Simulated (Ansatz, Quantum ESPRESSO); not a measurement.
# Band line-up of the GaAs/MgS(110) superlattice, 5 + 5 layers, a = 5.61 Å, part 3 of 7

Wanted: the band alignment of the GaAs/MgS(110) superlattice, 5 + 5 layers, a = 5.61 Å.

Quantum ESPRESSO 7.5; plane-wave DFT, LDA, GBRV ultrasoft pseudopotentials; cross-check by Ansatz 0.2.0 with PAW datasets.

So far. Step 3 (Self-consistent run of bulk GaAs): The run needed 9 iterations to bring the estimated error under 1e-07 Ry. Step 6 (Macroscopic average of bulk GaAs): In a crystal the running mean should be flat; that of average.x keeps a ripple of 0.27 eV. The line-up therefore uses an exact Fourier window on the same potential.

### Step 7. Self-consistent run of bulk MgS

System of this step: MgS, zinc blende at a = 5.61 Å. It takes space group F-43m (No. 216, cubic). The conventional cell has a = 5.610 Å, b = 5.610 Å, c = 5.610 Å, α = 90.00°, β = 90.00°, γ = 90.00°. Nearest to Mg lie 4 S at 2.43 Å. S has 4 Mg at 2.43 Å nearest. Farther neighbours and most contacts between anions are not listed.

Contents of b.in:

```
&control
  prefix = 'b'
  outdir = './out'
  pseudo_dir = './pseudo'
  calculation = 'scf'
  tprnfor = .true.
/
&system
  ibrav = 0
  nat = 4
  ntyp = 2
  ecutwfc = 40
  ecutrho = 200
  occupations = 'smearing'
  smearing = 'fd'
  degauss = 0.002
/
&electrons
  conv_thr = 1e-07
  mixing_beta = 0.5
  electron_maxstep = 120
/
ATOMIC_SPECIES
  Mg  24.3050  mg_lda_v1.4.uspp.F.UPF
  S   32.0600  s_lda_v1.4.uspp.F.UPF
CELL_PARAMETERS angstrom
  5.61000000000000 0.00000000000000 0.00000000000000
  0.00000000000000 3.96686904245653 0.00000000000000
  0.00000000000000 0.00000000000000 3.96686904245653
ATOMIC_POSITIONS crystal
  Mg  0.000000000000 0.000000000000 0.000000000000
  S   0.250000000000 0.500000000000 0.000000000000
  Mg  0.500000000000 0.500000000000 0.500000000000
  S   0.750000000000 0.000000000000 0.500000000000
K_POINTS automatic
  6 8 8 0 0 0
```

Run with:

```console
$ OMP_NUM_THREADS=1 mpirun -n 4 pw.x -nk 4 -in b.in > b.out
```

Output:

```text
[banner, memory and clock lines left out]
Program PWSCF v.7.5 starts

          URL

     Found identity + ( -0.5000 -0.5000 -0.5000) symmetry
     This is a supercell, fractional translations are disabled
     Message from routine setup:
     using ibrav=0 with symmetry is DISCOURAGED, use correct ibrav instead

     G-vector sticks info

     bravais-lattice index     =            0
     lattice parameter (alat)  =      10.6014  a.u.
     unit-cell volume          =     595.7378 (a.u.)^3
     number of atoms/cell      =            4
     number of atomic types    =            2
     number of electrons       =        32.00
     number of Kohn-Sham states=           20
     kinetic-energy cutoff     =      40.0000  Ry
     charge density cutoff     =     200.0000  Ry
     scf convergence threshold =      1.0E-07
     mixing beta               =       0.5000
     number of iterations used =            8  plain     mixing
     Exchange-correlation=  SLA  PZ   NOGX NOGC
                           (   1   1   0   0   0   0   0)

     celldm(1)=  10.601364  celldm(2)=   0.000000  celldm(3)=   0.000000
     celldm(4)=   0.000000  celldm(5)=   0.000000  celldm(6)=   0.000000

     crystal axes: (cart. coord. in units of alat)
               a(1) = (   1.000000   0.000000   0.000000 )
               a(2) = (   0.000000   0.707107   0.000000 )
               a(3) = (   0.000000   0.000000   0.707107 )

     reciprocal axes: (cart. coord. in units 2 pi/alat)
               b(1) = (  1.000000  0.000000  0.000000 )
               b(2) = (  0.000000  1.414214  0.000000 )
               b(3) = (  0.000000  0.000000  1.414214 )

     PseudoPot. # 1 for Mg read from file:
     ./pseudo/mg_lda_v1.4.uspp.F.UPF
     Pseudo is Ultrasoft, Zval = 10.0
     Generated by new atomic code, or converted to UPF format
     Using radial grid of  821 points,  7 beta functions with:
                l(1) =   0
                l(2) =   0
                l(3) =   0
                l(4) =   1
                l(5) =   1
                l(6) =   2
                l(7) =   2
     Q(r) pseudized with  8 coefficients,  rinner =    1.200   1.200   1.200
                                                       1.200   1.200

     PseudoPot. # 2 for S  read from file:
     ./pseudo/s_lda_v1.4.uspp.F.UPF
     Pseudo is Ultrasoft + core correction, Zval =  6.0
     Generated by new atomic code, or converted to UPF format
     Using radial grid of  907 points,  6 beta functions with:
                l(1) =   0
                l(2) =   0
                l(3) =   1
                l(4) =   1
                l(5) =   2
                l(6) =   2
     Q(r) pseudized with  8 coefficients,  rinner =    1.300   1.300   1.300
                                                       1.300   1.300

     atomic species   valence    mass     pseudopotential
     Mg               10.00    24.30500     Mg( 1.00)
     S                 6.00    32.06000     S ( 1.00)

      8 Sym. Ops. (no inversion) found

   Cartesian axes

     site n.     atom                  positions (alat units)
         1        Mg     tau(   1) = (   0.0000000   0.0000000   0.0000000  )
         2        S      tau(   2) = (   0.2500000   0.3535534   0.0000000  )
         3        Mg     tau(   3) = (   0.5000000   0.3535534   0.3535534  )
         4        S      tau(   4) = (   0.7500000   0.0000000   0.3535534  )

     number of k points=    60  Fermi-Dirac smearing, width (Ry)=  0.0020
                       cart. coord. in units 2pi/alat
        k(    1) = (   0.0000000   0.0000000   0.0000000), wk =   0.0052083
        k(    2) = (   0.0000000   0.0000000   0.1767767), wk =   0.0208333
        k(    3) = (   0.0000000   0.0000000   0.3535534), wk =   0.0208333
        k(    4) = (   0.0000000   0.0000000   0.5303301), wk =   0.0208333
        k(    5) = (   0.0000000   0.0000000  -0.7071068), wk =   0.0104167
        k(    6) = (   0.0000000   0.1767767   0.1767767), wk =   0.0208333
        k(    7) = (   0.0000000   0.1767767   0.3535534), wk =   0.0416667
        k(    8) = (   0.0000000   0.1767767   0.5303301), wk =   0.0416667
        k(    9) = (   0.0000000   0.1767767  -0.7071068), wk =   0.0208333
        k(   10) = (   0.0000000   0.3535534   0.3535534), wk =   0.0208333
        k(   11) = (   0.0000000   0.3535534   0.5303301), wk =   0.0416667
        k(   12) = (   0.0000000   0.3535534  -0.7071068), wk =   0.0208333
        k(   13) = (   0.0000000   0.5303301   0.5303301), wk =   0.0208333
        k(   14) = (   0.0000000   0.5303301  -0.7071068), wk =   0.0208333
        k(   15) = (   0.0000000  -0.7071068  -0.7071068), wk =   0.0052083
        k(   16) = (   0.1666667   0.0000000   0.0000000), wk =   0.0104167
        k(   17) = (   0.1666667   0.0000000   0.1767767), wk =   0.0416667
        k(   18) = (   0.1666667   0.0000000   0.3535534), wk =   0.0416667
        k(   19) = (   0.1666667   0.0000000   0.5303301), wk =   0.0416667
        k(   20) = (   0.1666667   0.0000000  -0.7071068), wk =   0.0208333
        k(   21) = (   0.1666667   0.1767767   0.1767767), wk =   0.0416667
        k(   22) = (   0.1666667   0.1767767   0.3535534), wk =   0.0833333
        k(   23) = (   0.1666667   0.1767767   0.5303301), wk =   0.0833333
        k(   24) = (   0.1666667   0.1767767  -0.7071068), wk =   0.0416667
        k(   25) = (   0.1666667   0.3535534   0.3535534), wk =   0.0416667
        k(   26) = (   0.1666667   0.3535534   0.5303301), wk =   0.0833333
        k(   27) = (   0.1666667   0.3535534  -0.7071068), wk =   0.0416667
        k(   28) = (   0.1666667   0.5303301   0.5303301), wk =   0.0416667
        k(   29) = (   0.1666667   0.5303301  -0.7071068), wk =   0.0416667
        k(   30) = (   0.1666667  -0.7071068  -0.7071068), wk =   0.0104167
        k(   31) = (   0.3333333   0.0000000   0.0000000), wk =   0.0104167
        k(   32) = (   0.3333333   0.0000000   0.1767767), wk =   0.0416667
        k(   33) = (   0.3333333   0.0000000   0.3535534), wk =   0.0416667
        k(   34) = (   0.3333333   0.0000000   0.5303301), wk =   0.0416667
        k(   35) = (   0.3333333   0.0000000  -0.7071068), wk =   0.0208333
        k(   36) = (   0.3333333   0.1767767   0.1767767), wk =   0.0416667
        k(   37) = (   0.3333333   0.1767767   0.3535534), wk =   0.0833333
        k(   38) = (   0.3333333   0.1767767   0.5303301), wk =   0.0833333
        k(   39) = (   0.3333333   0.1767767  -0.7071068), wk =   0.0416667
        k(   40) = (   0.3333333   0.3535534   0.3535534), wk =   0.0416667
[...]
k = 0.3333 0.0000 0.5303 (  2542 PWs)   bands (ev):

   -69.9569 -69.9568 -37.3982 -37.3978 -37.3961 -37.3959 -37.3957 -37.3956
    -7.7251  -7.5179  -0.0890   0.1793   2.1239   2.5288   2.7071   2.7549
     8.0471   8.5793   9.6371  10.6989

          k = 0.3333 0.0000-0.7071 (  2538 PWs)   bands (ev):

   -69.9569 -69.9568 -37.3982 -37.3982 -37.3959 -37.3959 -37.3958 -37.3957
    -7.5781  -7.5781  -0.1461  -0.1461   2.4439   2.4439   2.6789   2.6790
     8.2750   8.2750  10.0934  10.0935

          k = 0.3333 0.1768 0.1768 (  2559 PWs)   bands (ev):

   -69.9570 -69.9568 -37.3976 -37.3965 -37.3963 -37.3960 -37.3957 -37.3954
    -7.9954  -7.5642   0.4958   1.3610   1.8405   2.2417   2.4567   2.9137
     8.1175   8.1619   9.5734  10.2477

          k = 0.3333 0.1768 0.3536 (  2549 PWs)   bands (ev):

   -69.9569 -69.9568 -37.3978 -37.3971 -37.3965 -37.3960 -37.3958 -37.3955
    -7.8572  -7.5138   0.3070   0.8151   1.6693   2.3462   2.3735   2.8580
     8.4313   8.7130   9.7665  10.3803

          k = 0.3333 0.1768 0.5303 (  2542 PWs)   bands (ev):

   -69.9569 -69.9568 -37.3981 -37.3977 -37.3963 -37.3959 -37.3958 -37.3957
    -7.6830  -7.4890   0.0056   0.2395   1.8594   2.4250   2.4672   2.6416
     8.4179   8.9345   9.3332  10.0441

          k = 0.3333 0.1768-0.7071 (  2534 PWs)   bands (ev):

   -69.9569 -69.9568 -37.3981 -37.3981 -37.3961 -37.3960 -37.3959 -37.3958
    -7.5431  -7.5431  -0.0609  -0.0609   2.2190   2.2190   2.5304   2.5304
     8.5316   8.5316   9.6933   9.6933

          k = 0.3333 0.3536 0.3536 (  2550 PWs)   bands (ev):

   -69.9569 -69.9568 -37.3977 -37.3973 -37.3969 -37.3962 -37.3960 -37.3957
    -7.7303  -7.4574   0.4240   0.6964   1.2088   1.9423   2.3773   2.6911
     8.7854   8.9964   9.8540  10.0303

          k = 0.3333 0.3536 0.5303 (  2545 PWs)   bands (ev):

   -69.9569 -69.9568 -37.3978 -37.3977 -37.3968 -37.3963 -37.3960 -37.3959
    -7.5742  -7.4204   0.2683   0.3678   1.2586   1.8380   2.3808   2.4138
     8.3606   8.6489   9.8121  10.1303

          k = 0.3333 0.3536-0.7071 (  2530 PWs)   bands (ev):

   -69.9569 -69.9568 -37.3980 -37.3979 -37.3966 -37.3964 -37.3961 -37.3960
    -7.4557  -7.4557   0.1635   0.1635   1.6302   1.6302   2.3220   2.3220
     8.2982   8.2982   9.9115   9.9116

          k = 0.3333 0.5303 0.5303 (  2537 PWs)   bands (ev):

   -69.9569 -69.9567 -37.3978 -37.3978 -37.3971 -37.3966 -37.3962 -37.3961
    -7.4470  -7.3606   0.3977   0.4941   0.9194   1.5186   2.0737   2.2104
     7.9305   8.2341   9.9012  10.1811

          k = 0.3333 0.5303-0.7071 (  2530 PWs)   bands (ev):

   -69.9569 -69.9567 -37.3979 -37.3979 -37.3969 -37.3968 -37.3963 -37.3962
    -7.3636  -7.3636   0.3710   0.3710   1.2746   1.2746   1.9882   1.9882
     7.9226   7.9226   9.8954   9.8954

          k = 0.3333-0.7071-0.7071 (  2536 PWs)   bands (ev):

   -69.9569 -69.9567 -37.3979 -37.3979 -37.3968 -37.3968 -37.3965 -37.3964
    -7.3239  -7.3239   0.3869   0.3869   1.3752   1.3752   1.6856   1.6856
     7.8091   7.8091   9.7331   9.7331

          k =-0.5000 0.0000 0.0000 (  2566 PWs)   bands (ev):

   -69.9570 -69.9568 -37.3969 -37.3967 -37.3959 -37.3959 -37.3957 -37.3957
    -7.8655  -7.8655   1.1841   1.1841   2.4251   2.4251   2.4251   2.4251
     8.0418   8.0418   9.3930   9.3931

          k =-0.5000 0.0000 0.1768 (  2568 PWs)   bands (ev):

   -69.9569 -69.9568 -37.3971 -37.3970 -37.3959 -37.3959 -37.3958 -37.3957
    -7.8256  -7.8256   0.9594   0.9594   2.4107   2.4107   2.4606   2.4606
     8.2735   8.2735   9.6831   9.6832

          k =-0.5000 0.0000 0.3536 (  2560 PWs)   bands (ev):

   -69.9569 -69.9568 -37.3976 -37.3975 -37.3959 -37.3958 -37.3958 -37.3957
    -7.7255  -7.7255   0.4201   0.4201   2.4805   2.4805   2.5496   2.5496
     8.4221   8.4221  10.0487  10.0488

          k =-0.5000 0.0000 0.5303 (  2542 PWs)   bands (ev):

   -69.9569 -69.9568 -37.3981 -37.3981 -37.3958 -37.3958 -37.3957 -37.3957
    -7.6190  -7.6190  -0.0807  -0.0807   2.6163   2.6163   2.6438   2.6438
     8.1583   8.1583  10.2518  10.2518

          k =-0.5000 0.0000-0.7071 (  2520 PWs)   bands (ev):

   -69.9569 -69.9568 -37.3984 -37.3983 -37.3958 -37.3958 -37.3957 -37.3957
    -7.5728  -7.5728  -0.2768  -0.2768   2.6845   2.6845   2.6845   2.6845
     7.9854   7.9854  10.5070  10.5070

          k =-0.5000 0.1768 0.1768 (  2566 PWs)   bands (ev):

   -69.9569 -69.9568 -37.3972 -37.3971 -37.3961 -37.3960 -37.3957 -37.3957
    -7.7864  -7.7864   0.8531   0.8531   2.1299   2.1299   2.6283   2.6283
     8.6137   8.6138   9.8537   9.8538

          k =-0.5000 0.1768 0.3536 (  2540 PWs)   bands (ev):

   -69.9569 -69.9568 -37.3975 -37.3975 -37.3962 -37.3961 -37.3957 -37.3957
    -7.6880  -7.6880   0.4602   0.4602   2.0313   2.0313   2.6991   2.6991
     8.8898   8.8898   9.8229   9.8229

          k =-0.5000 0.1768 0.5303 (  2544 PWs)   bands (ev):

   -69.9569 -69.9568 -37.3980 -37.3980 -37.3961 -37.3960 -37.3957 -37.3957
    -7.5834  -7.5834   0.0068   0.0068   2.1894   2.1894   2.6734   2.6734
     8.5898   8.5898   9.8362   9.8362

          k =-0.5000 0.1768-0.7071 (  2528 PWs)   bands (ev):

   -69.9569 -69.9568 -37.3983 -37.3982 -37.3960 -37.3959 -37.3958 -37.3958
    -7.5381  -7.5381  -0.1799  -0.1799   2.3349   2.3349   2.6017   2.6017
     8.4227   8.4228   9.8081   9.8082

          k =-0.5000 0.3536 0.3536 (  2556 PWs)   bands (ev):

   -69.9569 -69.9568 -37.3975 -37.3975 -37.3966 -37.3965 -37.3957 -37.3957
    -7.5940  -7.5940   0.4691   0.4691   1.5434   1.5434   2.6624   2.6624
     9.2448   9.2448   9.7565   9.7565

          k =-0.5000 0.3536 0.5303 (  2536 PWs)   bands (ev):

   -69.9569 -69.9568 -37.3978 -37.3978 -37.3966 -37.3965 -37.3959 -37.3959
    -7.4946  -7.4946   0.2421   0.2421   1.5200   1.5200   2.4866   2.4866
     8.9510   8.9510   9.6387   9.6388

          k =-0.5000 0.3536-0.7071 (  2528 PWs)   bands (ev):

   -69.9569 -69.9568 -37.3980 -37.3980 -37.3966 -37.3964 -37.3960 -37.3960
    -7.4516  -7.4516   0.0945   0.0945   1.6507   1.6507   2.3418   2.3418
     8.9167   8.9167   9.3844   9.3844

          k =-0.5000 0.5303 0.5303 (  2536 PWs)   bands (ev):

   -69.9569 -69.9567 -37.3977 -37.3977 -37.3970 -37.3969 -37.3962 -37.3961
    -7.4010  -7.4010   0.4699   0.4699   1.0953   1.0953   2.1574   2.1574
     8.6139   8.6139  10.1825  10.1825

          k =-0.5000 0.5303-0.7071 (  2528 PWs)   bands (ev):

   -69.9569 -69.9567 -37.3978 -37.3977 -37.3970 -37.3969 -37.3963 -37.3962
    -7.3606  -7.3606   0.4635   0.4636   1.1292   1.1292   1.9269   1.9269
     8.5097   8.5097  10.2353  10.2353

          k =-0.5000-0.7071-0.7071 (  2512 PWs)   bands (ev):

   -69.9569 -69.9567 -37.3977 -37.3977 -37.3970 -37.3970 -37.3965 -37.3964
    -7.3214  -7.3214   0.6151   0.6151   1.0747   1.0747   1.6110   1.6110
     8.3849   8.3849  10.9190  10.9190

     the Fermi energy is     4.8304 ev

!    total energy              =    -298.72605960 Ry
     estimated scf accuracy    <       0.00000003 Ry
     smearing contrib. (-TS)   =       0.00000000 Ry
     internal energy E=F+TS    =    -298.72605960 Ry

     The total energy is F=E-TS. E is the sum of the following terms:
     one-electron contribution =    -227.61340958 Ry
     hartree contribution      =     114.54914351 Ry
     xc contribution           =     -49.87292928 Ry
     ewald contribution        =    -135.78886425 Ry

     convergence has been achieved in   8 iterations

     Forces acting on atoms (cartesian axes, Ry/au):

     atom    1 type  1   force =     0.00000000    0.00000000    0.00000000
     atom    2 type  2   force =    -0.00000007    0.00000000    0.00000000
     atom    3 type  1   force =     0.00000000    0.00000000    0.00000000
     atom    4 type  2   force =     0.00000007    0.00000000    0.00000000

     Total force =     0.000000     Total SCF correction =     0.000015
     SCF correction compared to forces is large: reduce conv_thr to get better values

     XML data file, charge density, pseudopotentials, collected wavefunctions

                                        0.00s GPU  (     644 calls)
```

Run time: 13 s. Hardware: 4 MPI ranks of Intel Xeon 6975P-C (Granite Rapids), shared host; peak memory 0.41 GiB.

Numbers from this step:

* free energy: -4064.3751 eV
* Fermi energy: 4.830 eV

[end of part 3 of 7]

[Logs are printed without paths, hosts, clocks, repeated set-up lines and the standing remarks that a program may print on its own settings, such as how far it seeks lower states.]

[Hosts, paths, dates, database ids (printed as entryN), source tags and the programs' standing remarks are cut or masked in the printed files.]

[Maps of the electrostatic potential energy from Ansatz leave out the sawtooth potential of an applied field or a dipole correction, so their vacuum need not be flat; planar profiles and work functions include it.]
